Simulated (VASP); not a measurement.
Crystal: CsPbBr3.

```
CELL_PARAMETERS angstrom
5.87000 0.00000 0.00000
0.00000 5.87000 0.00000
0.00000 0.00000 5.87000
ATOMIC_POSITIONS crystal
Pb 0.50000 0.50000 0.50000
Cs 0.00000 0.00000 0.00000
Br 0.50000 0.50000 0.00000
Br 0.50000 0.00000 0.50000
Br 0.00000 0.50000 0.50000
```

Measurements of this composition are mostly on another form, of space group No. 62.

Base run:

* Program: VASP 6.6.1
* Functional: PBE
* Potentials or basis: VASP PAW PBE potentials, release 64 (Pb_d, Cs_sv, Br)
* Cutoff: 520 eV
* k mesh: 6 × 6 × 6
* Occupations: gaussian, width 0.02 eV
* Spin: no spin polarisation

Its results: band gap on the k mesh 1.53 eV, direct; pressure 1.5 GPa.

Task: The run is repeated on the same cell with these changes: functional from PBE to r2SCAN; further incar settings from ALGO = Fast; EDIFF = 1e-07 to ALGO = Normal; EDIFF = 1e-07. What comes out?

Result: Band gap on the k mesh 1.90 eV, direct; pressure 0.8 GPa.

Caveats: spin-orbit coupling is left out, which as a rule narrows the gap of such compounds by several tenths of an eV; the PAW data sets were made with another functional, which shifts forces and pressure a little (some runs).

Not every run made on this cell is shown here.
